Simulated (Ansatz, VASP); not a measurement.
One calculation of Mo, two programs

Contents of INCAR:

```
SYSTEM = Mo
ALGO     = Normal         ! electronic algorithm
EDIFF    = 1E-7           ! SCF threshold, eV
ENCUT    = 520            ! plane-wave cutoff, eV
GGA      = PE             ! functional
ISIF     = 2              ! what is computed and relaxed
ISMEAR   = 0              ! smearing method
LASPH    = .TRUE.         ! aspherical terms in the spheres
LCHARG   = .FALSE.        ! write CHGCAR
LREAL    = .FALSE.        ! projectors in reciprocal space
LWAVE    = .FALSE.        ! write WAVECAR
NBANDS   = 13             ! bands
NELM     = 80             ! most SCF steps
PREC     = Accurate       ! precision mode
SIGMA    = 0.017          ! smearing width, eV
```

Contents of KPOINTS:

```
k-points
0
G
  12 12 12
  0 0 0
```

Contents of POSCAR:

```
Mo
1.0
   -1.5838089719      1.5838089719      1.5838089719
    1.5838089719     -1.5838089719      1.5838089719
    1.5838089719      1.5838089719     -1.5838089719
Mo
1
Direct
    0.0000000000      0.0000000000      0.0000000000
```

The input input.yaml:

```yaml
crystal:
  lattice:
    - [-1.5838089719, 1.5838089719, 1.5838089719]
    - [1.5838089719, -1.5838089719, 1.5838089719]
    - [1.5838089719, 1.5838089719, -1.5838089719]
  atoms:
    - { symbol: Mo, position: [0.0, 0.0, 0.0] }
kpoints:
  mp_grid: { grid: [12, 12, 12] }
scf:
  occupations: { method: gaussian, width: 0.017 }
hamiltonian:
  xc: pbe
  pseudopotentials: { kind: all_electron, lapw: { basis_error: 0.001 } }
output:
  forces: true
  stress: true
  eigenvalues: true
```

Alike in both runs: task single point; functional PBE; k mesh 12 × 12 × 12; occupations gaussian, width 0.017 eV; no spin polarisation.

|  | VASP | Ansatz |
| --- | --- | --- |
| version | VASP 6.6.1 | Ansatz 0.2.0 |
| potentials or method | VASP PAW PBE potentials, release 64 (Mo_sv) | all-electron LAPW, scalar-relativistic |
| plane-wave cutoff (eV) | 520 | see its input |

Ansatz gave:

```
gap on the k mesh at the Fermi level (eV) : none
pressure (GPa)                            : -1.9
```

**Question.** What did VASP give for the same quantities?

**Answer.** gap on the k mesh at the Fermi level (eV): none; pressure (GPa): -1.4.

A gap of «none» marks a metal or a gap that the smearing closes. Ansatz ran all-electron here, so the differences hold the error of VASP's frozen core and of both bases.
